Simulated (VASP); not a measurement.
Here is a VASP 6.6.1 calculation.

The input INCAR:

```
PREC = Accurate
ENCUT = 300
EDIFF = 1E-7
ISMEAR = 0
SIGMA = 0.03
LREAL = F
LASPH = T
NELM = 80
ALGO = Normal
ISIF = 3
LWAVE = F
LCHARG = F
GGA = PE
IBRION = 2
NSW = 90
EDIFFG = -0.005
```

Contents of KPOINTS:

```
regular mesh
0
Gamma
  5 5 5
```

File POSCAR:

```
HgSe                                    
1.0
    0.0000000000      3.1331778511      3.1331778511
    3.1331778511      0.0000000000      3.1331778511
    3.1331778511      3.1331778511     -0.0000000000
  Hg              Se            
     1     1
Direct
     0.0000000000000000    0.0000000000000000    0.0000000000000000
     0.2500000000000000    0.2500000000000000    0.2500000000000000
```

Potentials or basis: VASP PAW PBE potentials, release 64 (Hg, Se).

Command:

```console
$ cat potpaw_PBE.64/Hg/POTCAR potpaw_PBE.64/Se/POTCAR > POTCAR
$ mpirun -np 1 vasp_std > vasp.out
```

(1) Estimate the band gap on the k mesh.

(2) Predict the relaxed volume.

(3) Estimate the relaxed cell.

(4) Predict the space group after relaxing (to 0.05 Å).

Results:

(1) none (metal or under the smearing width).

(2) 30.65 Å³/atom.

(3) a = 4.426 Å, b = 4.426 Å, c = 4.426 Å, α = 60.00°, β = 60.00°, γ = 60.00°.

(4) F-43m (No. 216).
